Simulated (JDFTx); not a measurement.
The system is C.

```xyz
2
Lattice="0.0000 1.7834 1.7834 1.7834 0.0000 1.7834 1.7834 1.7834 0.0000" Properties=species:S:1:pos:R:3 pbc="T T T"
C     2.6751    2.6751    2.6751
C     1.7834    1.7834    1.7834
```

This isn't the form of C at room conditions, which is graphite.

Program: JDFTx 1.7.0 (patched build). Alike in all runs: task single point; no spin polarisation; cell as given; k mesh 13 × 13 × 13; cutoff (eV) 1116; smearing fermi-dirac 0.05 eV.

Task: Order these runs on this cell by their pressure, lowest first.
A. level PBEsol; potentials or basis PseudoDojo-SR-PBEsol-0.4.1-standard
B. level HLE16; potentials or basis PseudoDojo-SR-PBE-0.5-standard
C. level LDA; potentials or basis PseudoDojo-SR-LDA-0.4.1-standard
D. level PBE; potentials or basis PseudoDojo-SR-PBE-0.5-standard

Result: B (-97.5 GPa), C (-11.2 GPa), A (-3.3 GPa), D (1.9 GPa).

Caveats: the cell as given lies far from equilibrium (some runs); the potentials were made for a functional far from this one (some runs); so large a pressure means that the cell lies far from this level's equilibrium, or that cutoff or potentials fall short (some runs); the potentials were made for another functional, which shifts forces and pressure (some runs).
